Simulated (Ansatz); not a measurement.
# CdS (Hawleyite) (F-43m) in Ansatz: a series of runs

The runs below take CdS (Hawleyite) through single point, with PBE.

Program: Ansatz 0.2.0. These are calculated values, not measurements. Logs are shortened: lines on timing, memory, paths and dates and some standing lists are left out, and cuts for length are marked.

### Step 1. The structure

Symmetry: F-43m, No. 216, cubic system. Conventional cell: a = 5.833 Å, b = 5.833 Å, c = 5.833 Å, α = 90.00°, β = 90.00°, γ = 90.00°. Around Cd (site symmetry -43m) lie 4 S at 2.53 Å. Around S (site symmetry -43m) lie 4 Cd at 2.53 Å.

### Step 2. Single point, PBE, 23.32 Å³/atom (volume scaled by 0.94)

input.yaml reads:

```yaml
crystal:
  lattice:
    - [0.0, 2.8569628861, 2.8569628861]
    - [2.8569628861, 0.0, 2.8569628861]
    - [2.8569628861, 2.8569628861, 0.0]
  atoms:
    - { symbol: Cd, position: [0.0, 0.0, 0.0] }
    - { symbol: S, position: [0.75, 0.75, 0.75] }
kpoints:
  mp_grid: { grid: [8, 8, 8] }
scf:
  occupations: { method: fermi_dirac, width: 0.05 }
hamiltonian:
  xc: pbe
  pseudopotentials: { kind: all_electron, lapw: { basis_error: 0.0005 } }
output:
  forces: true
  stress: true
  eigenvalues: true
```

Potentials or basis: all-electron LAPW, scalar-relativistic.

Started as:

```
ansatz run input.yaml --threads 1 --pin off --max-ram 2560MiB --backend cpu --events-out ev --progress --plain --runs-dir out
```

Log:

```text
Warning: RAYON_NUM_THREADS=1 ignored (pool sized by the plan → 1); use --threads N
LAPW: plane waves up to 8.571 Å⁻¹, error target 5.0e-4 eV per atom; small_component_spin mean_spin; S in spheres of 1.078 Å, 14 of its electrons in bands, Dirac shells []; Cd in spheres of 1.396 Å, 20 of its electrons in bands, Dirac shells [] (how accurate: hamiltonian.pseudopotentials.lapw.basis_error, Limitations)
Engine: ansatz 0.2.0, aarch64-unknown-linux-gnu
Pseudopotentials: kind: all_electron
Pseudopotential: Cd, LAPW, valence charge 20, lapw/all_electron/scalar/gaussian/Cd, Koelling and Harmon's equation, gaussian nucleus
Pseudopotential: S, LAPW, valence charge 14, lapw/all_electron/scalar/gaussian/S, Koelling and Harmon's equation, gaussian nucleus
Functional definition: PBE
  parameter kappa = 0.804
  parameter beta = 0.06672455060314922
  exchange = pbe_x(kappa = kappa, mu = beta*pi^2/3)
  correlation = pbe_c(beta = beta)
Crystal: 2 atoms, lattice volume = 46.638 Å³
Basis set: ecut = 279.9133469694132 eV, 531 PW (Γ), exchange–correlation at level 2
Bands: 21, of which v1, the nominal top of the filled ones, is band 17 counted from 1 (16 counted from 0)
Symmetry: 24 space group operations
Space group: F-43m (ITA 216), of the structure as read, at distance tolerance 3.6e-5 Å
k-points: 29 of 512 (time reversal used)
Non-local potential: Cd, projectors of the file, none
Non-local potential: S, projectors of the file, none
Initial density: superposition of atomic densities (chi_scale 0.1, normalization cell, long waves kept (reshape's long-wave potential 0.00 eV rms))
Initial wavefunctions: plane waves of lowest kinetic energy (no species holds an atomic orbital)
Functional: x = pbe(κ = 0.804, μ = 0.2195149727645171), c = pbe(β = 0.06672455060314922)
iter 1 solved again at ethr=4.18e-3 eV; its pass at ethr=1.00e-1 eV (dr2=1.42e0 eV) is discarded
SCF iter   1: F=—  HF=-163099.853631 eV  |F-HF|=—  |Δ(HF+E_count)|=         —  Δρ=3.96e-2  dr2=1.42e0  ethr=4.18e-3  ⟨swp⟩=2.0  Hψ=4180  notcnv=0
preconditioner: auto → none  [insulator: Δε(μ)=1.800 eV  Ē_g=12.235 eV  σ=0.050 eV  W_gap=1.00  n_scr=14 (ndim 8)  ℏωp=23.1 eV  f_vac=0.122  D(μ)=0.00/eV (n_scr^D=0)  ε∞_Penn≈4.6]
iter 2 solved again at ethr=1.26e-4 eV; its pass at ethr=4.18e-3 eV (dr2=4.28e-2 eV) is discarded
SCF iter   2: F=—  HF=-163099.362346 eV  |F-HF|=—  |Δ(HF+E_count)|=   4.91e-1  Δρ=1.12e-2  dr2=4.28e-2  ethr=1.26e-4  ⟨swp⟩=2.0  Hψ=3205  notcnv=0
SCF iter   3: F=—  HF=-163099.313364 eV  |F-HF|=—  |Δ(HF+E_count)|=   4.90e-2  Δρ=5.49e-3  dr2=1.17e-2  ethr=1.26e-4  ⟨swp⟩=3.0  Hψ=1848  notcnv=0
SCF iter   4: F=—  HF=-163099.313326 eV  |F-HF|=—  |Δ(HF+E_count)|=         —  Δρ=1.46e-3  dr2=8.67e-4  ethr=3.44e-5  ⟨swp⟩=2.0  Hψ=1692  notcnv=0
the basis was enlarged: its passes take 180.9 KiB over the memory plan, 1 of 1 planned eigensolver slots
SCF iter   5: F=—  HF=-163099.313077 eV  |F-HF|=—  |Δ(HF+E_count)|=   2.49e-4  Δρ=2.10e-4  dr2=1.43e-5  ethr=2.55e-6  ⟨swp⟩=2.0  Hψ=1669  notcnv=0
SCF iter   6: F=—  HF=-163099.313098 eV  |F-HF|=—  |Δ(HF+E_count)|=   2.09e-5  Δρ=3.50e-5  dr2=4.24e-7  ethr=4.20e-8  ⟨swp⟩=3.0  Hψ=1770  notcnv=0
SCF iter   7: F=-163099.313099 eV  HF=-163099.313099 eV  |F-HF|=7.48e-9  |Δ(HF+E_count)|=   1.23e-6  Δρ=3.42e-6  dr2=3.86e-9  ethr=1.25e-9  ⟨swp⟩=3.0  Hψ=1836  notcnv=0
SCF 1 converged in 7 iterations: F = -163099.313099 eV  dr2 = 3.86e-9
SCF converged after 7 iterations
Free energy (F): -163099.313099 eV
Harris-Foulkes:  -163099.313099 eV  (|F-HF|=7.48e-9)
Internal energy: -163099.313099 eV  (E = F + TS)
E sigma→0 (E₀):  -163099.313099 eV
Entropy (-TS):   -0.000000 eV (-0.000 meV/atom)
Fermi energy:    9.384054 eV
--- Per-component energies (eV) ---
  E_band       = -1700.319456
  E_kinetic    = 170393.303257
  E_xc         = -4909.132627
  E_electrostatic = -328583.483729  (all electrons and nuclei)
  E_smearing   = -0.000000  (= −TS)
  E_closure    = 0.000000  (closes the sum)
  E_atoms      = -163093.279048  (free atoms, spherical and without spin; not in F)
  Σ components = -163099.313099   (vs F -163099.313099, Δ=0.00e0)
  Basis errors (estimates in eV, not in F): energy 2.2e-4 per atom: plane waves 2.0e-4 (1.2e-4 summed), levels above the bands 4.6e-69, relativity 8.8e-9, radial functions 2.0e-5, core shells 4.3e-7; eigenvalues (radial functions only) 5.7e-7; not estimated: angular momenta, meshes, grids; target (lapw.basis_error) 5.0e-4; muffin-tin radii S 1.078 Å, Cd 1.396 Å
--- Forces (eV/Å), atoms counted from 1 ---
  atom   1  Cd     0.00000000    -0.00000000    -0.00000000
  atom   2  S     -0.00000000     0.00000000    -0.00000000
  max |Σ_I F_I| component: 2.31e-17 eV/Å
--- Stress (GPa, compression-positive) ---
        7.572441      -0.000000      -0.000000
       -0.000000       7.572441       0.000000
       -0.000000       0.000000       7.572441
  P = ⅓ Tr σ = 7.5724 GPa (75.724 kbar)
--- Band table (eV; the first three rows and the last of 29) ---
  k-point 0: bands = ["-195.8793", "-140.6502", "-140.6502", "-140.6502", "-92.7316", "-53.8038", "-53.8038", "-53.8038", "-4.0559", "0.7370", "0.7370", "0.7370", "1.3070", "1.3070", "8.7108", "8.7108", "8.7108", "9.9850", "15.2137", "15.2137", "15.2137"]
  k-point 1: bands = ["-195.8793", "-140.6502", "-140.6502", "-140.6502", "-92.7316", "-53.8039", "-53.8038", "-53.8038", "-3.9847", "0.7633", "0.7633", "0.7926", "1.3056", "1.3056", "7.6497", "8.5735", "8.5735", "10.8241", "14.9733", "15.4277", "15.4277"]
  k-point 2: bands = ["-195.8793", "-140.6502", "-140.6502", "-140.6502", "-92.7316", "-53.8043", "-53.8039", "-53.8039", "-3.8115", "0.8204", "0.8204", "1.0015", "1.3117", "1.3117", "6.0719", "8.2651", "8.2651", "11.6159", "15.0411", "15.7513", "15.7513"]
  k-point 28: bands = ["-195.8793", "-140.6502", "-140.6502", "-140.6502", "-92.7316", "-53.8045", "-53.8044", "-53.8042", "-3.4184", "0.9996", "1.0384", "1.2602", "1.3107", "2.0450", "4.5065", "6.1591", "6.3016", "14.1183", "14.3930", "16.0442", "16.7230"]
```

It took 12 s on 1 thread of Arm Neoverse V2, shared host; peak memory 0.28 GiB.

Results:

```yaml
Free_energy: -163099.3131 eV
Pressure: 7.6 GPa
Band_gap_on_the_k_mesh: 1.27 eV, direct
```

### Step 3. Single point, PBE, 23.82 Å³/atom (volume scaled by 0.96)

Edit input.yaml of step 2 so:

```diff
@@ -2,5 +2,5 @@
   lattice:
-    - [0.0, 2.8569628861, 2.8569628861]
-    - [2.8569628861, 0.0, 2.8569628861]
-    - [2.8569628861, 2.8569628861, 0.0]
+    - [0.0, 2.8770830059, 2.8770830059]
+    - [2.8770830059, 0.0, 2.8770830059]
+    - [2.8770830059, 2.8770830059, 0.0]
   atoms:
```

Potentials or basis: all-electron LAPW, scalar-relativistic.

Started as:

```
ansatz run input.yaml --threads 1 --pin off --max-ram 2560MiB --backend cpu --events-out ev --progress --plain --runs-dir out
```

Run time: 13 s. Hardware: 1 thread of Arm Neoverse V2, shared host; peak memory 0.29 GiB.

Results (log left out):

| Property | Result |
| --- | --- |
| Free energy | -163099.3545 eV |
| Pressure | 5.8 GPa |
| Band gap on the k mesh | 1.23 eV, direct |

### Step 4. Single point, PBE, 24.31 Å³/atom (volume scaled by 0.98)

Edit input.yaml of step 3 so:

```diff
@@ -2,5 +2,5 @@
   lattice:
-    - [0.0, 2.8770830059, 2.8770830059]
-    - [2.8770830059, 0.0, 2.8770830059]
-    - [2.8770830059, 2.8770830059, 0.0]
+    - [0.0, 2.8969255847, 2.8969255847]
+    - [2.8969255847, 0.0, 2.8969255847]
+    - [2.8969255847, 2.8969255847, 0.0]
   atoms:
```

Started as:

```
ansatz run input.yaml --threads 1 --pin off --max-ram 2560MiB --backend cpu --events-out ev --progress --plain --runs-dir out
```

It took 13 s on 1 thread of Arm Neoverse V2, shared host; peak memory 0.28 GiB.

It converged, with:

```yaml
Free_energy: -163099.3858 eV
Pressure: 4.3 GPa
Band_gap_on_the_k_mesh: 1.19 eV, direct
```

### Step 5. Single point, PBE, 24.81 Å³/atom

Edit input.yaml of step 4 so:

```diff
@@ -2,5 +2,5 @@
   lattice:
-    - [0.0, 2.8969255847, 2.8969255847]
-    - [2.8969255847, 0.0, 2.8969255847]
-    - [2.8969255847, 2.8969255847, 0.0]
+    - [0.0, 2.9165, 2.9165]
+    - [2.9165, 0.0, 2.9165]
+    - [2.9165, 2.9165, 0.0]
   atoms:
```

Started as:

```
ansatz run input.yaml --threads 1 --pin off --max-ram 2560MiB --backend cpu --events-out ev --progress --plain --runs-dir out
```

Run time: 13 s. Hardware: 1 thread of Arm Neoverse V2, shared host; peak memory 0.28 GiB.

It converged, with:

```yaml
Free_energy: -163099.4079 eV
Pressure: 2.9 GPa
Band_gap_on_the_k_mesh: 1.15 eV, direct
```

### Step 6. Single point, PBE, 25.30 Å³/atom (volume scaled by 1.02)

Edit input.yaml of step 5 so:

```diff
@@ -2,5 +2,5 @@
   lattice:
-    - [0.0, 2.9165, 2.9165]
-    - [2.9165, 0.0, 2.9165]
-    - [2.9165, 2.9165, 0.0]
+    - [0.0, 2.9358151324, 2.9358151324]
+    - [2.9358151324, 0.0, 2.9358151324]
+    - [2.9358151324, 2.9358151324, 0.0]
   atoms:
```

Potentials or basis: all-electron LAPW, scalar-relativistic.

Started as:

```
ansatz run input.yaml --threads 1 --pin off --max-ram 2560MiB --backend cpu --events-out ev --progress --plain --runs-dir out
```

It took 12 s on 1 thread of Arm Neoverse V2, shared host; peak memory 0.28 GiB.

The run converged. Its results:

```yaml
Free_energy: -163099.4217 eV
Pressure: 1.6 GPa
Band_gap_on_the_k_mesh: 1.10 eV, direct
```

### Step 7. Single point, PBE, 25.80 Å³/atom (volume scaled by 1.04)

Edit input.yaml of step 6 so:

```diff
@@ -2,5 +2,5 @@
   lattice:
-    - [0.0, 2.9358151324, 2.9358151324]
-    - [2.9358151324, 0.0, 2.9358151324]
-    - [2.9358151324, 2.9358151324, 0.0]
+    - [0.0, 2.9548794012, 2.9548794012]
+    - [2.9548794012, 0.0, 2.9548794012]
+    - [2.9548794012, 2.9548794012, 0.0]
   atoms:
```

Started as:

```
ansatz run input.yaml --threads 1 --pin off --max-ram 2560MiB --backend cpu --events-out ev --progress --plain --runs-dir out
```

Run time: 12 s. Hardware: 1 thread of Arm Neoverse V2, shared host; peak memory 0.28 GiB.

The run converged. Its results:

```
Free energy            : -163099.4282 eV
Pressure               : 0.5 GPa
Band gap on the k mesh : 1.06 eV, direct
```

### Step 8. Single point, PBE, 26.30 Å³/atom (volume scaled by 1.06)

Edit input.yaml of step 7 so:

```diff
@@ -2,5 +2,5 @@
   lattice:
-    - [0.0, 2.9548794012, 2.9548794012]
-    - [2.9548794012, 0.0, 2.9548794012]
-    - [2.9548794012, 2.9548794012, 0.0]
+    - [0.0, 2.9737007966, 2.9737007966]
+    - [2.9737007966, 0.0, 2.9737007966]
+    - [2.9737007966, 2.9737007966, 0.0]
   atoms:
```

Started as:

```
ansatz run input.yaml --threads 1 --pin off --max-ram 2560MiB --backend cpu --events-out ev --progress --plain --runs-dir out
```

Wall time 12 s (1 thread of Arm Neoverse V2, shared host); peak memory 0.28 GiB.

The run converged. Its results:

```
Free energy            : -163099.4281 eV
Pressure               : -0.5 GPa
Band gap on the k mesh : 1.02 eV, direct
```
